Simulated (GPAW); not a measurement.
Runs of GPAW 26.7.0 on WC (Qusongite). It takes space group P-6m2 (No. 187, hexagonal). Conventional cell: a = 2.907 Å, b = 2.907 Å, c = 2.837 Å, α = 90.00°, β = 90.00°, γ = 120.00°. W (site symmetry -6m2) has 6 C at 2.20 Å as nearest neighbours. C (site symmetry -6m2) has 6 W at 2.20 Å as nearest neighbours. 

```tsv
task	level	potentials or basis	U	cell	k mesh	cutoff (eV)	maxiter	optimizer	fmax	max steps	target pressure	gap on the mesh (eV)	pressure (GPa)
relaxation of cell and atoms	PBEsol	PAW data sets generated in the run's folder for this functional, pw	-	relaxed to 20 GPa	8 × 8 × 7	800	150	BFGS	0.02 eV/Å	60	20 GPa	none	19.9
single point	PBE	GPAW PAW data sets (gpaw-data 1.2.1), pw	-	as given	8 × 8 × 8	600	120	-	-	-	-	none	5.4
single point	r2SCAN+U	GPAW PAW data sets (gpaw-data 1.2.1), pw	W d U = 2 eV	as given	8 × 8 × 8	600	120	-	-	-	-	none	(a)
relaxation of cell and atoms	PBEsol	PAW data sets generated in the run's folder for this functional, pw	-	relaxed to 10 GPa	8 × 8 × 7	800	150	BFGS	0.02 eV/Å	60	10 GPa	none	9.9
relaxation of cell and atoms	PBEsol	PAW data sets generated in the run's folder for this functional, pw	-	relaxed to 5 GPa	8 × 8 × 7	800	150	BFGS	0.02 eV/Å	60	5 GPa	none	5.0
relaxation of cell and atoms	PBEsol	PAW data sets generated in the run's folder for this functional, pw	-	relaxed to 30 GPa	8 × 8 × 7	800	150	BFGS	0.02 eV/Å	60	30 GPa	none	29.9
relaxation of cell and atoms	PBEsol	PAW data sets generated in the run's folder for this functional, pw	-	relaxed to 2 GPa	8 × 8 × 7	800	150	BFGS	0.02 eV/Å	60	2 GPa	none	2.0
relaxation of cell and atoms	PBEsol	PAW data sets generated in the run's folder for this functional, pw	-	relaxed	8 × 8 × 7	800	150	BFGS	0.02 eV/Å	60	-	none	0.0
```

Alike in all rows: no spin polarisation; smearing fermi-dirac 0.05 eV.

Task: Fill in the values left out.

Result: (a) 3.1.

Caveats: later steps reuse the first step's grids (some runs); the cutoff is short for stress and forces, so pressures can be off by a GPa or more (some runs); the PAW data sets were made with another functional, which shifts forces and pressure a little (some runs); U without spin polarisation on a metal has little footing (some runs); the U is typed as a test and isn't derived for this compound (some runs).

A k mesh can miss the band edges, and the runs leave out spin-orbit coupling on W.

A gap of «none» marks a metal or a gap under the smearing width.
